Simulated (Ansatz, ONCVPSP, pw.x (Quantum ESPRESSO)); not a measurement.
## tungsten (W): does the ONCV potential hold in the solid?

ONCVPSP 4.0.1 input, shortened (lines: element, Z, core and valence counts, functional; n l f; lmax; l rc ep ncon nbas qcut; lloc lpopt rc5 dvloc0; l nproj debl; icmod fcfact rcfact), PBE, scalar-relativistic:

```
  W 74.00   10    4        4      upf
    1    0    2.00
    2    0    2.00
    2    1    6.00
    3    0    2.00
    3    1    6.00
    3    2   10.00
    4    0    2.00
    4    1    6.00
    4    2   10.00
    4    3   14.00
    5    0    2.00
    5    1    6.00
    5    2    4.50
    6    0    1.50
    2
    0    1.90    0.00    4    9    5.60
    1    1.55    0.00    4    8    7.00
    2    1.75    0.00    4    8    5.60
    4    5    1.45    4.00
    0    2    2.90
    1    1    1.80
    2    2    1.10
    3    2.75    1.28
```

Crystal test: sc W in pw.x 7.5, no spin, 12³ k-points, Fermi–Dirac smearing 0.01 Ry, cutoffs 80/320 Ry. The reference is all-electron LAPW (Ansatz 0.2.0) with the same functional, mesh and smearing; V0 and B0 come from Birch–Murnaghan fits to the pressures at five volumes. Errors are pseudo minus all-electron; Δ is the rms difference of the E(V) curves that follow from these fits, minima aligned, over ±6 % about the mean V0. Mesh and smearing are coarse, so the numbers serve the comparison and aren't converged zero-temperature values; the lattice is a test structure that the element need not adopt.

All-electron: a0 = 2.638 Å (V0 = 18.36 Å³/atom), B0 = 216.4 GPa.

Task: How far does the potential miss the all-electron equation of state?

Result: mean pressure error (GPa): -4.38; a0 (Å): 2.620; a0 error (%): -0.69; B0 error (%): +3.1; Δ (meV/atom): 18.3. This is a poor potential for the solid.

```tsv
V (Å³/atom)	P all-electron (GPa)	P pseudo (GPa)
17.612	9.79	4.78
18.076	3.46	-1.20
18.539	-2.09	-6.43
19.002	-6.95	-11.02
19.466	-11.21	-15.03
```

Task: At the middle volume, how do free energy and pressure move when the wave cutoff is lowered (ecutrho kept at four times it)?

Result:

| cutoff (Ry) | shift of F (meV/atom) | shift of P (GPa) |
| --- | --- | --- |
| 36 | +344.4 | -11.65 |
| 48 | +24.8 | -1.51 |
| 64 | +7.1 | -0.12 |

Input at the middle volume:

```
&control
  calculation='scf', prefix='x', pseudo_dir='./', outdir='./tmp', tstress=.true., disk_io='low'
/
&system
  ibrav=0, nat=1, ntyp=1, ecutwfc=80, ecutrho=320, nbnd=15,
  occupations='smearing', smearing='fd', degauss=0.01
/
&electrons
  conv_thr=1e-09, mixing_beta=0.4, electron_maxstep=70
/
ATOMIC_SPECIES
W 1.0 W.UPF
CELL_PARAMETERS angstrom
  2.64664343 0.00000000 0.00000000
  0.00000000 2.64664343 0.00000000
  0.00000000 0.00000000 2.64664343
ATOMIC_POSITIONS crystal
W 0.0000 0.0000 0.0000
K_POINTS automatic
12 12 12 0 0 0
```

```bash
pw.x < W.scf.in > W.scf.out
```

Lines of the output:

```
Message from routine setup:
     using ibrav=0 with symmetry is DISCOURAGED, use correct ibrav instead
     lattice parameter (alat)  =       5.0014  a.u.
     unit-cell volume          =     125.1074 (a.u.)^3
     number of electrons       =        14.00
     number of Kohn-Sham states=           15
     kinetic-energy cutoff     =      80.0000  Ry
     charge density cutoff     =     320.0000  Ry
     scf convergence threshold =      1.0E-09
     Exchange-correlation= PBE
     number of k points=    84  Fermi-Dirac smearing, width (Ry)=  0.0100
     iteration #  1     ecut=    80.00 Ry     beta= 0.40
     total energy              =    -143.06560549 Ry
     estimated scf accuracy    <       0.04936469 Ry
     iteration #  2     ecut=    80.00 Ry     beta= 0.40
     total energy              =    -143.06741393 Ry
     estimated scf accuracy    <       0.00806169 Ry
     iteration #  3     ecut=    80.00 Ry     beta= 0.40
     total energy              =    -143.06807460 Ry
     estimated scf accuracy    <       0.00084136 Ry
     iteration #  4     ecut=    80.00 Ry     beta= 0.40
     total energy              =    -143.06810417 Ry
     estimated scf accuracy    <       0.00000595 Ry
     iteration #  5     ecut=    80.00 Ry     beta= 0.40
     total energy              =    -143.06810523 Ry
     estimated scf accuracy    <       0.00000050 Ry
     iteration #  6     ecut=    80.00 Ry     beta= 0.40
     total energy              =    -143.06810531 Ry
     estimated scf accuracy    <       0.00000005 Ry
     iteration #  7     ecut=    80.00 Ry     beta= 0.40
     total energy              =    -143.06810530 Ry
     estimated scf accuracy    <       0.00000001 Ry
     iteration #  8     ecut=    80.00 Ry     beta= 0.40
     the Fermi energy is    18.5116 ev
!    total energy              =    -143.06810531 Ry
     estimated scf accuracy    <          6.6E-11 Ry
     smearing contrib. (-TS)   =      -0.00271402 Ry
     The total energy is F=E-TS. E is the sum of the following terms:
     one-electron contribution =     -30.06698999 Ry
     hartree contribution      =      20.77816745 Ry
     xc contribution           =     -22.58633536 Ry
     ewald contribution        =    -111.19023339 Ry
     convergence has been achieved in   8 iterations
          total   stress  (Ry/bohr**3)                   (kbar)     P=      -64.34
```

The run at the middle volume (84 k-points, 8 iterations) took about 18 s on one core of a shared host (AMD EPYC 7R43 64-Core Processor, 256 threads, 1004 GiB, load 143).
